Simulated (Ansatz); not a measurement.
# W2C in Ansatz: the effect of functional

W2C:

```xyz
3
Lattice="3.0074 0.0000 0.0000 -1.5037 2.6045 0.0000 0.0000 0.0000 4.5829" Properties=species:S:1:pos:R:3 pbc="T T T"
W     1.5037    0.8682    1.1625
W     0.0000    1.7363    3.4204
C     0.0000    0.0000    0.0000
```

The cell comes from a database or a generator and needn't be the stable form of this composition.

The cell isn't the ideal one: volume scaled by 0.94.

Alike in all runs:

| Quantity | Value |
| --- | --- |
| Program | Ansatz 0.2.0 |
| Task | single point |
| Potentials or basis | Ansatz PAW |
| k mesh | 10 × 10 × 6 |
| Occupations | fermi-dirac, width 0.05 eV |
| Spin | no spin polarisation |

```csv
functional,cutoff,pressure (GPa),largest force (eV/Å)
LDA,420 eV (not typed: the program's choice for these potentials),?,?
PBEsol,420 eV (not typed: the program's choice for these potentials),12.2,0.41
r2SCAN,500 eV (not typed: the program's choice for these potentials),16.9,0.54
```

Q: What does the run with functional LDA give?

A: Pressure 6.1 GPa; largest force 0.29 eV/Å.

Caveats: the PAW data sets come from PBE, with cores solved anew for the run's functional, which leaves a small shift of forces and pressure.
